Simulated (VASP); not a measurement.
Input of a VASP 6.6.1 run:

The input INCAR:

```
SYSTEM = CdTe
PREC     = Accurate       ! precision mode
ENCUT    = 520            ! plane-wave cutoff, eV
EDIFF    = 1E-7           ! SCF threshold, eV
ISMEAR   = -1             ! smearing method
SIGMA    = 0.15           ! smearing width, eV
LREAL    = .False.        ! projectors in reciprocal space
LASPH    = .True.         ! aspherical terms in the spheres
NELM     = 80             ! most SCF steps
ALGO     = Normal         ! electronic algorithm
ISIF     = 2              ! what is computed and relaxed
LWAVE    = .False.        ! write WAVECAR
LCHARG   = .False.        ! write CHGCAR
GGA      = CA             ! functional
NBANDS   = 16             ! bands
```

The input KPOINTS:

```
Automatic mesh
0
Gamma
  12 12 12
  0 0 0
```

POSCAR

```
CdTe
1.0
    0.0000000000      2.8394000000      2.8394000000
    2.8394000000      0.0000000000      2.8394000000
    2.8394000000      2.8394000000      0.0000000000
Cd Te
1 1
Direct
    0.0000000000      0.0000000000      0.0000000000
    0.5000000000      0.5000000000      0.5000000000
```

Potentials or basis: VASP PAW LDA potentials, release 64 (Cd, Te).

Launch:

```console
$ cat potpaw_LDA.64/Cd/POTCAR potpaw_LDA.64/Te/POTCAR > POTCAR
$ mpirun -np 1 vasp_std > vasp.out
```

Problem. What does it give for the band gap on the k mesh?

Solution. None (metal or under the smearing width).

Problem. What does it give for the pressure?

Solution. 11.9 GPa.

The run has no spin-orbit coupling, so splittings on Te are missing.
